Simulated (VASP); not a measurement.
Here is a VASP 6.6.1 calculation.

File run.py:

```python
from ase.calculators.vasp import Vasp
from ase.dft.bandgap import bandgap
from ase.io import read

atoms = read('POSCAR')
atoms.set_initial_magnetic_moments([1.0])
calc = Vasp(
    directory='calc',
    xc='rpbe',
    pp='PBE',
    setups={'base': 'minimal', 'Ni': '_GW'},
    prec='Accurate',
    encut=550,
    ediff=1e-07,
    ismear=0,
    sigma=0.02,
    lreal=False,
    lasph=True,
    nelm=150,
    algo='Normal',
    isif=2,
    lwave=False,
    lcharg=False,
    ispin=2,
    lorbit=11,
    lmaxmix=4,
    kpts=[13, 13, 13],
    gamma=True,
    nbands=15,
)
atoms.calc = calc

print('energy (eV):', atoms.get_potential_energy())
print('free energy (eV):', atoms.get_potential_energy(force_consistent=True))
print('forces (eV/A):')
print(atoms.get_forces())
print('stress (eV/A^3, Voigt):', atoms.get_stress())
print('Fermi level (eV):', calc.get_fermi_level())
print('moment (muB):', atoms.get_magnetic_moment())
print('site moments (muB):', atoms.get_magnetic_moments())
gap, top, bottom = bandgap(calc)
print('band gap (eV):', gap, 'from (spin, k, band)', top, 'to', bottom)
```

File POSCAR:

```
Ni
1.0
    0.0000000000      1.7375729330      1.7375729330
    1.7375729330      0.0000000000      1.7375729330
    1.7375729330      1.7375729330      0.0000000000
Ni
1
Direct
    0.0000000000      0.0000000000      0.0000000000
```

Potentials or basis: VASP PAW PBE potentials, release 64 (Ni_GW).

Launch:

```bash
$ python run.py
```

(1) Predict the band gap on the k mesh.

(2) Estimate the pressure.

Results:

(1) none (metal or under the smearing width).

(2) 12.6 GPa.

Caveat: the PAW data sets were made with another functional, which shifts forces and pressure a little.
